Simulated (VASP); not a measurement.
A run of VASP 6.6.1 is set up as follows.

The input INCAR:

```
SYSTEM = Te2Mo
  PREC = Accurate
  ENCUT = 600
  EDIFF = 1E-7
  ISMEAR = 0
  SIGMA = 0.03
  LREAL = .False.
  LASPH = .True.
  NELM = 80
  ALGO = Normal
  ISIF = 3
  LWAVE = .False.
  LCHARG = .False.
  GGA = CA
  IBRION = 2
  NSW = 90
  EDIFFG = -0.005
  KPAR = 4
```

The input KPOINTS:

```
Automatic mesh
0
Gamma
  8 4 2
  0 0 0
```

POSCAR

```
Te2Mo                                   
1.0
    3.4407644539      0.0000000000      0.0000000000
    0.0000000000      6.3107819963      0.0000000000
    0.0000000000      0.0000000000     13.2816345534
  Mo              Te            
     4     8
Direct
     0.0000000000000000    0.6055489043888647    0.5007772731065426
     0.5000000000000000    0.3944510956111278    0.0007772731065424
     0.0000000000000000    0.0309655123639570    0.0144842878890684
     0.5000000000000000    0.9690344876360432    0.5144842878890684
     0.0000000000000000    0.8619839622524027    0.6608066515309762
     0.5000000000000000    0.1380160377475973    0.1608066515309763
     0.0000000000000000    0.6415633315822941    0.1126497909755548
     0.5000000000000000    0.3584366684177060    0.6126497909755547
     0.0000000000000000    0.2909013346567275    0.8545577194359826
     0.5000000000000000    0.7090986653432723    0.3545577194359828
     0.0000000000000000    0.2161531782715258    0.4019242770618766
     0.5000000000000000    0.7838468217284741    0.9019242770618767
```

Potentials or basis: VASP PAW LDA potentials, release 64 (Mo_sv, Te).

Command:

```bash
$ cat potpaw_LDA.64/Mo_sv/POTCAR potpaw_LDA.64/Te/POTCAR > POTCAR
$ mpirun -np 4 vasp_std > vasp.out
```

Task: Estimate the space group after relaxing (to 0.05 Å).

Result: Pmn2_1 (No. 31).

Task: Predict the relaxed volume.

Result: 24.01 Å³/atom.

Task: What does it give for the relaxed cell?

Result: a = 3.442 Å, b = 6.311 Å, c = 13.263 Å, α = 90.00°, β = 90.00°, γ = 90.00°.

The path:
```tsv
step	energy change (eV)	largest force (eV/Å)	pressure (GPa)	volume (Å³)
1	0.0000	0.0089	-0.01	288.40
2	0.0000	0.0080	0.00	288.36
3	0.0000	0.0110	0.01	288.31
4	-0.0001	0.0099	-0.01	288.33
5	-0.0001	0.0096	-0.04	288.36
6	-0.0001	0.0096	-0.03	288.35
7	-0.0001	0.0070	-0.03	288.30
8	-0.0001	0.0094	0.01	288.16
9	-0.0001	0.0086	0.00	288.19
10	-0.0001	0.0079	0.00	288.16
11	-0.0001	0.0064	0.00	288.09
12	-0.0001	0.0050	0.01	288.07
```

Spin-orbit coupling is left out, which matters for the levels of Te.
